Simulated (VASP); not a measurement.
# Al: single point with LDA

The system is Al.

```
Al
1.0
     0.00000    1.94903    1.94903
     1.94903    0.00000    1.94903
     1.94903    1.94903    0.00000
Al
1
Cartesian
  0.0000 0.0000 0.0000
```

The cell isn't the ideal one: a relaxed cell with its volume scaled by 0.94.

```yaml
Program: VASP 6.6.1
Task: single point
Functional: LDA
Potentials_or_basis: VASP PAW LDA potentials, release 64 (Al)
Cutoff: 350 eV
k_mesh: 10 × 10 × 10
Occupations: gaussian, width 0.1 eV
Spin: no spin polarisation
Further_INCAR_settings: ALGO = Normal; EDIFF = 1e-07
```

| Property | Result |
| --- | --- |
| Pressure | 5.8 GPa |
| Band gap on the k mesh | none (metal or under the smearing width) |

Levels at points of the mesh, in eV from the Fermi level:
```
           k point  band 1  band 2  band 3  band 4
(0.00, 0.00, 0.00)  -11.96   13.09   13.09   13.09
(0.50, 0.00, 0.00)   -5.08   -4.64   11.85   11.85
(0.50, 0.50, 0.00)   -3.25   -1.74    5.22    5.97
```

It took 1.9 s on 1 thread of Intel(R) Xeon(R) Platinum 8259CL CPU @ 2.50GHz (Skylake/Cascade Lake) (shared host), peak memory 0.1 GiB.
